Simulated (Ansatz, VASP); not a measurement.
## Rh: VASP beside Ansatz

The input INCAR:

```
PREC     = Accurate       # precision mode
ENCUT    = 520            # plane-wave cutoff, eV
EDIFF    = 1E-6           # SCF threshold, eV
ISMEAR   = 0              # smearing method
SIGMA    = 0.15           # smearing width, eV
LREAL    = False          # projectors in reciprocal space
LASPH    = True           # aspherical terms in the spheres
NELM     = 80             # most SCF steps
ALGO     = Fast           # electronic algorithm
ISIF     = 2              # what is computed and relaxed
LWAVE    = False          # write WAVECAR
LCHARG   = False          # write CHGCAR
GGA      = PE             # functional
NBANDS   = 14             # bands
```

KPOINTS

```
Automatic mesh
0
Gamma
  22 22 22
```

File POSCAR:

```
Rh
1.0
    0.0000000000      1.9300732500      1.9015500000
    1.9015500000      0.0000000000      1.9015500000
    1.9015500000      1.9300732500      0.0000000000
Rh
1
Direct
    0.0000000000      0.0000000000      0.0000000000
```

Input for Ansatz:

```yaml
crystal:
  lattice:
    - [0.0, 1.93007325, 1.90155]
    - [1.90155, 0.0, 1.90155]
    - [1.90155, 1.93007325, 0.0]
  atoms:
    - { symbol: Rh, position: [0.0, 0.0, 0.0] }
basis:
  ecutwfc: 420
kpoints:
  mp_grid: { grid: [22, 22, 22] }
hamiltonian:
  xc: pbe
scf:
  occupations: { method: gaussian, width: 0.15 }
output:
  forces: true
  stress: true
  eigenvalues: true
```

Change from the starting cell: strain +0.0150 x Voigt [0, 1, 0, 0, 0, 0], atoms carried along.

Alike in both runs: task single point; functional PBE; k mesh 22 × 22 × 22; occupations gaussian, width 0.15 eV; no spin polarisation.

```csv
,VASP,Ansatz
version,VASP 6.6.1,Ansatz 0.2.0
potentials or method,"VASP PAW PBE potentials, release 64 (Rh_pv)","scalar-relativistic, plane waves, PAW"
plane-wave cutoff (eV),520,420
valence electrons in the cell,15,17
```

```tsv
	VASP	Ansatz	Ansatz less VASP
gap on the k mesh at the Fermi level (eV)	none	none	-
pressure (GPa)	1.8	1.7	0.00
largest component of the traceless stress (GPa)	2.35	2.36	+0.007
```

A gap of «none» marks a metal or a gap that the smearing closes. With one functional, cell and mesh, what is left measures potentials, basis and numerics. The two sets of potentials don't hold the same shells in valence.
